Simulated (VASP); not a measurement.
Here is a VASP 6.6.1 calculation.

File INCAR:

```
PREC = Accurate
ENCUT = 520
EDIFF = 1E-7
ISMEAR = 0
SIGMA = 0.05
LREAL = False
LASPH = True
NELM = 60
ALGO = Fast
ISIF = 2
LWAVE = False
LCHARG = False
GGA = PS
NBANDS = 14
```

KPOINTS

```
Automatic mesh
0
Gamma
  12 12 12
```

The input POSCAR:

```
MgO2
1.0
    1.6940935556      0.9780853703      3.1352070375
   -1.6940935556      0.9780853703      3.1352070375
    0.0000000000     -1.9561707407      3.1352070375
Mg O
1 2
Direct
    0.0000000000      0.0000000000      0.0000000000
    0.4287860000      0.4287860000      0.4287860000
    0.5712140000      0.5712140000      0.5712140000
```

Potentials or basis: VASP PAW PBE potentials, release 64 (Mg, O).

The run is started by

```bash
$ cat potpaw_PBE.64/Mg/POTCAR potpaw_PBE.64/O/POTCAR > POTCAR
$ mpirun -np 1 vasp_std > vasp.out
```

**Question.** Predict the pressure.

**Answer.** 8.3 GPa.

**Question.** What does it give for the band gap on the k mesh?

**Answer.** 2.16 eV, indirect (least direct gap 2.55 eV).

**Question.** Estimate the largest force.

**Answer.** 5.601 eV/Å.

Stress tensor (GPa, compression positive):
```
-15.29   0.00   0.00
  0.00 -15.29   0.00
  0.00   0.00  55.59
```

Caveat: the PAW data sets were made with another functional, which shifts forces and pressure a little. A k mesh can miss the band edges.
